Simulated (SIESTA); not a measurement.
Crystal: Ru.

```
CELL_PARAMETERS angstrom
2.70580 0.00000 0.00000
-1.35290 2.34329 0.00000
0.00000 0.00000 4.28190
ATOMIC_POSITIONS crystal
Ru 0.66667 0.33333 0.75000
Ru 0.33333 0.66667 0.25000
```

Program: SIESTA 5.4.2. Alike in all runs: task band structure; no spin polarisation; cell as given; k mesh 11 × 11 × 6; smearing fermi-dirac 0.05 eV; grid cutoff 800 Ry. Hardware: 1 thread of Arm Neoverse V1, on a shared host.

**Question.** Order these runs on this cell by their wall time, lowest first.
A. level PBE; potentials or basis PseudoDojo 0.4 standard (PBE files), DZ (energy shift 0.01 Ry); energy shift 0.01 Ry
B. level PW86PBE; potentials or basis PseudoDojo 0.4 standard (PBE files), DZP (energy shift 0.002 Ry); energy shift 0.002 Ry
C. level PBE; potentials or basis PseudoDojo 0.4 standard (PBE files), SZ (energy shift 0.02 Ry); energy shift 0.02 Ry

**Answer.** C (6.9 s), A (17 s), B (87 s).

Caveats: the basis has no polarisation orbitals (some runs).
